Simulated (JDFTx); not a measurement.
GaN:

```
CELL_PARAMETERS angstrom
3.18000 0.00000 0.00000
-1.59000 2.75396 0.00000
0.00000 0.00000 5.16600
ATOMIC_POSITIONS crystal
Ga 0.66667 0.33333 0.50000
Ga 0.33333 0.66667 0.00000
N 0.66667 0.33333 0.87500
N 0.33333 0.66667 0.37500
```

Below is the output of JDFTx 1.7.0 (patched build) for this cell. Logs are shortened: lines on timing, memory, paths and dates and some standing lists are left out, and cuts for length are marked.

```text
*************** JDFTx 1.7.0 (patched build) ***************

Input parsed successfully to the following command list (including defaults):
[... the input with its defaults ...]

---------- Setting up symmetries ----------

Found 24 point-group symmetries of the bravais lattice
Found 12 space-group symmetries with basis
Applied RMS atom displacement 3.46949e-10 bohrs to make symmetries exact.

---------- Initializing the Grid ----------
R =
[      6.00933     -3.00466            0  ]
[            0      5.20423            0  ]
[            0            0      9.76233  ]
unit cell volume = 305.306
G =
[    1.04557   0.603661         -0  ]
[          0    1.20732          0  ]
[          0         -0   0.643616  ]
Minimum fftbox size, Smin = [  52  52  84  ]
Chosen fftbox size, S = [  54  54  84  ]

---------- Initializing tighter grid for wavefunction operations ----------
R =
[      6.00933     -3.00466            0  ]
[            0      5.20423            0  ]
[            0            0      9.76233  ]
unit cell volume = 305.306
G =
[    1.04557   0.603661         -0  ]
[          0    1.20732          0  ]
[          0         -0   0.643616  ]
Minimum fftbox size, Smin = [  36  36  60  ]
Chosen fftbox size, S = [  36  36  60  ]

---------- Exchange Correlation functional ----------
Initalized PBE GGA exchange.
Initalized PBE GGA correlation.

---------- Setting up pseudopotentials ----------
Width of ionic core gaussian charges (only for fluid interactions / plotting) set to 0

Reading pseudopotential file 'pseudo/Ga.upf':
  'Ga' pseudopotential, 'PBE' functional
  Generated using ONCVPSP code by D. R. Hamann
  13 valence electrons, 3 orbitals, 6 projectors, 1001 radial grid points, with lMax = 2
    3D    l: 2   occupation: 10.0   eigenvalue: -0.703915
    4S    l: 0   occupation:  2.0   eigenvalue: -0.328859
    4P    l: 1   occupation:  1.0   eigenvalue: -0.094784
  Core radius for overlap checks: 1.84 bohrs.

[... 51 lines left out ...]
	FillingsUpdate:  mu: +0.434902804  nElectrons: 36.000000
SCF: Cycle:  3   F: -154.261034412574162   dF: -2.627e-05   |Residual|: 1.931e-03   |deigs|: 8.139e-04
	FillingsUpdate:  mu: +0.435132113  nElectrons: 36.000000
SCF: Cycle:  4   F: -154.261038158150683   dF: -3.746e-06   |Residual|: 4.524e-04   |deigs|: 5.548e-04
	FillingsUpdate:  mu: +0.435188410  nElectrons: 36.000000
SCF: Cycle:  5   F: -154.261038993894118   dF: -8.357e-07   |Residual|: 2.466e-04   |deigs|: 9.824e-05
	FillingsUpdate:  mu: +0.435222135  nElectrons: 36.000000
SCF: Cycle:  6   F: -154.261039267476178   dF: -2.736e-07   |Residual|: 5.045e-05   |deigs|: 7.439e-05
	FillingsUpdate:  mu: +0.435219105  nElectrons: 36.000000
SCF: Cycle:  7   F: -154.261039376724142   dF: -1.092e-07   |Residual|: 2.945e-05   |deigs|: 1.003e-04
	FillingsUpdate:  mu: +0.435216148  nElectrons: 36.000000
SCF: Cycle:  8   F: -154.261039415564454   dF: -3.884e-08   |Residual|: 1.589e-05   |deigs|: 1.588e-04
	FillingsUpdate:  mu: +0.435216435  nElectrons: 36.000000
SCF: Cycle:  9   F: -154.261039429651390   dF: -1.409e-08   |Residual|: 4.459e-06   |deigs|: 6.468e-05
	FillingsUpdate:  mu: +0.435216424  nElectrons: 36.000000
SCF: Cycle: 10   F: -154.261039435657437   dF: -6.006e-09   |Residual|: 2.228e-06   |deigs|: 6.961e-05
	FillingsUpdate:  mu: +0.435216305  nElectrons: 36.000000
SCF: Cycle: 11   F: -154.261039437537903   dF: -1.880e-09   |Residual|: 2.063e-06   |deigs|: 6.196e-05
	FillingsUpdate:  mu: +0.435216140  nElectrons: 36.000000
SCF: Cycle: 12   F: -154.261039438508817   dF: -9.709e-10   |Residual|: 1.289e-06   |deigs|: 1.018e-04
	FillingsUpdate:  mu: +0.435215951  nElectrons: 36.000000
SCF: Cycle: 13   F: -154.261039438758189   dF: -2.494e-10   |Residual|: 2.996e-07   |deigs|: 5.959e-05
SCF: Converged (|Delta E|<1.000000e-09 for 2 iters).

Setting wave functions to eigenvectors of Hamiltonian
Converging empty states (this may take a while): |deigs|: 1.104e-03

# Stress tensor in Cartesian coordinates [Eh/a0^3]:
[ -0.000230344            0            0  ]
[            0 -0.000230344            0  ]
[            0            0 -0.000302674  ]

# Ionic positions in lattice coordinates:
ion Ga   0.666666666666667   0.333333333333333   0.500000000000000 1
ion Ga   0.333333333333333   0.666666666666667   0.000000000000000 1
ion N   0.666666666666667   0.333333333333333   0.875000000000000 1
ion N   0.333333333333333   0.666666666666667   0.375000000000000 1

# Forces in Cartesian coordinates:
force Ga   0.000000000000000  -0.000000000000000  -0.002673370117827 1
force Ga   0.000000000000000  -0.000000000000000  -0.002673370117827 1
force N  -0.000000000000000   0.000000000000000   0.002672878687351 1
force N   0.000000000000000  -0.000000000000000   0.002672878687351 1

# Energy components:
   Eewald =     -117.0034741840094341
       EH =       43.5830350634311898
     Eloc =     -113.6486893448130928
      Enl =      -78.8557456777611492
      Exc =      -48.1550148890890668
 Exc_core =       19.4984063092210391
       KE =      140.3204432842635754
-------------------------------------
     Etot =     -154.2610394387569102
       TS =        0.0000000000012680
-------------------------------------
        F =     -154.2610394387581891

IonicMinimize: Iter:   0  F: -154.261039438758189  |grad|_K:  1.543e-03
IonicMinimize: None of the convergence criteria satisfied after 0 iterations.

#--- Lowdin population analysis ---
# oxidation-state Ga +0.844 +0.844
# oxidation-state N -0.813 -0.813

Dumping 'run.eigStats' ...
	eMin: -0.192500 at state 0 ( [ +0.000000 +0.000000 +0.000000 ] spin 0 )
	HOMO: +0.397003 at state 0 ( [ +0.000000 +0.000000 +0.000000 ] spin 0 )
	mu  : +0.435216
	LUMO: +0.470754 at state 0 ( [ +0.000000 +0.000000 +0.000000 ] spin 0 )
	eMax: +0.878765 at state 41 ( [ +0.300000 +0.300000 +0.400000 ] spin 0 )
	HOMO-LUMO gap: +0.073752
	Optical gap  : +0.073752 at state 0 ( [ +0.000000 +0.000000 +0.000000 ] spin 0 )
Done!
[note: mu as printed may lie anywhere between the filled and the empty levels]
```

**Question.** Write the input and the command behind it.

**Answer.** Single point with PBE, no spin polarisation. The files as run (others can give the same):

GaN.in
```
lattice \
    6.0093290763    -3.0046645382     0.0000000000 \
    0.0000000000     5.2042316397     0.0000000000 \
    0.0000000000     0.0000000000     9.7623251598
coords-type Lattice
ion Ga     0.6666666667     0.3333333333     0.5000000000 1
ion Ga     0.3333333333     0.6666666667     0.0000000000 1
ion N      0.6666666667     0.3333333333     0.8750000000 1
ion N      0.3333333333     0.6666666667     0.3750000000 1

ion-species pseudo/Ga.upf
ion-species pseudo/N.upf
elec-cutoff 42 336
elec-ex-corr gga-PBE
kpoint-folding 10 10 5
elec-smearing Fermi 0.0018374661
elec-n-bands 25
electronic-SCF nIterations 100 energyDiffThreshold 1e-09
electronic-minimize nIterations 30 energyDiffThreshold 1e-7
converge-empty-states yes
forces-output-coords Cartesian

dump-name run.$VAR
dump End Ecomponents EigStats BandEigs Kpoints Forces Stress
```

Potentials or basis: PseudoDojo-SR-PBE-0.5-standard with smoothed tails.
The run is started by
```bash
$ jdftx -c 1 -i GaN.in -o GaN.out
```
